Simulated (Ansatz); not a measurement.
Input of an Ansatz 0.2.0 run:

input.yaml

```yaml
crystal:
  lattice:
    - [-1.63224671, 1.68876785, 1.16666691]
    - [1.73080285, -1.69329951, 1.29369204]
    - [1.62460171, 1.68565451, -1.17225083]
  atoms:
    - { symbol: Si, position: [0.0, 0.0, 0.0] }
hamiltonian:
  xc: pbesol
  pseudopotentials: { kind: paw }
kpoints:
  mp_grid: { grid: [10, 10, 8] }
scf:
  occupations: { method: fermi_dirac, width: 0.05 }
phonons:
  method: dfpt
```

Potentials or basis: Ansatz PAW.

Launch:

```console
$ ansatz run input.yaml --threads 2 --pin off --max-ram 5632MiB --backend cpu --events-out ev --progress --plain --runs-dir out
```

(1) What does it give for the band gap on the k mesh?

Answers

(1) none (metal or under the smearing width).
